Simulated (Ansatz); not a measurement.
Input and command of a plane-wave DFT calculation in Ansatz:

```yaml
crystal:
  lattice:
    - [3.9732055433, 2.4561210469, 3.3584917024]
    - [-3.9732055433, 2.4561210469, 3.3584917024]
    - [0.0, -4.425672823, 3.0144020089]
  atoms:
    - { symbol: Cs, position: [0.5, 0.5, 0.5] }
    - { symbol: Pb, position: [0.0, 0.0, 0.0] }
    - { symbol: Cl, position: [0.5, 0.0001652038, 0.9998347962] }
    - { symbol: Cl, position: [0.0001652038, 0.9998347962, 0.5] }
    - { symbol: Cl, position: [0.9998347962, 0.5, 0.0001652038] }
basis:
  ecutwfc: 420
kpoints:
  mp_grid: { grid: [6, 6, 6] }
hamiltonian:
  xc: pbesol
scf:
  occupations: { method: gaussian, width: 0.05 }
output:
  forces: true
  stress: true
  eigenvalues: true
```

```bash
ansatz run input.yaml --threads 1 --pin off --max-ram 2560MiB --backend cpu --events-out ev --progress --plain --runs-dir out
```

Processor: Intel(R) Xeon(R) Processor @ 2.50GHz (Skylake/Cascade Lake), 1 thread, on a host shared with other jobs.

Q: Estimate time, memory and problem size.

A: About 50 s on 1 thread of Intel(R) Xeon(R) Processor @ 2.50GHz (Skylake/Cascade Lake) (shared host), peak memory 0.56 GiB. It solves 27 bands at 68 k points (the mesh reduced by the symmetry that the task leaves, which can be less than the crystal's) with about 3421 plane waves, in 6 SCF iterations.
